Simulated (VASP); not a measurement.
Set up this calculation in VASP 6.6.1, as the native input.

- Task: single point
- Functional: PBE
- Potentials or basis: VASP PAW PBE potentials, release 64 (Na_pv, H)
- Cutoff: 520 eV
- k mesh: 12 × 12 × 6
- Occupations: fermi-dirac, width 0.02 eV
- Spin: no spin polarisation
- Dipole correction: no
- Further INCAR settings: ALGO = Normal; EDIFF = 1e-07; NBANDS = 16

The structure of NaH lies in POSCAR:

```
NaH
1.0
    3.9532815521      0.0000000000      0.0000000000
   -1.9766407760      3.4236422524      0.0000000000
    0.0000000000      0.0000000000      4.8282923143
Na H
2 2
Direct
    0.3333333333      0.6666666667     -0.0624996801
    0.6666666667      0.3333333333      0.4375003199
    0.3333333333      0.6666666667      0.4374996801
    0.6666666667      0.3333333333      0.9374996801
```

The cell was built by a generator and needn't be a form met in nature.

The input as run:

INCAR

```
SYSTEM = NaH
PREC     = Accurate       ! precision mode
ENCUT    = 520            ! plane-wave cutoff, eV
EDIFF    = 1E-7           ! SCF threshold, eV
ISMEAR   = -1             ! smearing method
SIGMA    = 0.02           ! smearing width, eV
LREAL    = .FALSE.        ! projectors in reciprocal space
LASPH    = .TRUE.         ! aspherical terms in the spheres
NELM     = 100            ! most SCF steps
ALGO     = Normal         ! electronic algorithm
ISIF     = 2              ! what is computed and relaxed
LWAVE    = .FALSE.        ! write WAVECAR
LCHARG   = .FALSE.        ! write CHGCAR
GGA      = PE             ! functional
NBANDS   = 16             ! bands
```

KPOINTS

```
Automatic mesh
0
G
  12 12 6
  0 0 0
```

Potentials or basis: VASP PAW PBE potentials, release 64 (Na_pv, H).

Command:

```console
$ cat potpaw_PBE.64/Na_pv/POTCAR potpaw_PBE.64/H/POTCAR > POTCAR
$ mpirun -np 1 vasp_std > vasp.out
```

Results of the run:

```
Pressure               : 0.3 GPa
Band gap on the k mesh : 3.33 eV, indirect (least direct gap 4.12 eV)
```

Run time: 28 s on 1 thread of Intel(R) Xeon(R) 6975P-C (Granite Rapids) (shared host), peak memory 0.2 GiB.
